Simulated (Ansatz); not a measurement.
Planning a run of Ansatz 0.2.0 on Ta2O5 (Pmmm). The input:

```yaml
crystal:
  lattice:
    - [3.677, 0.0, 0.0]
    - [0.0, 3.897, 0.0]
    - [0.0, 0.0, 6.217]
  atoms:
    - { symbol: Ta, position: [0.5, 0.0, 0.5] }
    - { symbol: Ta, position: [0.0, 0.0, 0.0] }
    - { symbol: O, position: [0.0, 0.0, 0.3220028454] }
    - { symbol: O, position: [0.0, 0.0, 0.6779971546] }
    - { symbol: O, position: [0.5, 0.5, 0.5] }
    - { symbol: O, position: [0.5, 0.0, 0.0] }
    - { symbol: O, position: [0.0, 0.5, 0.0] }
kpoints:
  mp_grid: { grid: [6, 6, 4] }
hamiltonian:
  xc: pbe
  pseudopotentials: { kind: paw, source: ansatz }
scf:
  occupations: { method: fixed }
gw:
  n_empty_bands: 529
  ecut_chi: 190.0
  qp_bands: [v2, c2]
  qp_kpoints: band_edges
  screening: { model: contour_deformation }
```

```sh
ansatz run input.yaml --threads 4 --pin off --max-ram 138240MiB --backend cuda --events-out ev --progress --plain --runs-dir out --devices 1 --max-vram 26GiB
```

Estimate wall time and host memory on 1 × NVIDIA H100 80GB HBM3 (shared by 3 runs) with 4 threads of AMD EPYC 7R13 (Zen 3), shared host.

It took 4.6 min; on shared hardware allow 2.3 min to 9.2 min. Peak host memory was 6.5 GiB. The sizes that set the cost: 5767 plane waves a state, 48 irreducible k points, 571 bands summed, 513 plane waves in the screening and 12 SCF cycles.

The screening grows as filled bands × empty bands × pairs of k points, times the square of the screening basis for the matrix.

[Paths, hosts, dates, memory and timing lines, banners, echoed tables and standing remarks are left out of the program output.]

[Logs are printed without paths, hosts, clocks, repeated set-up lines and the standing remarks that a program may print on its own settings, such as how far it seeks lower states.]

[Runs of the session that timed out or met a known fault of the program may be left out.]

[Cells called generated may have been cut or substituted from an entry of the Crystallography Open Database or the Materials Project.]

[Hosts, paths, dates, database ids (printed as entryN), source tags and the programs' standing remarks are cut or masked in the printed files.]
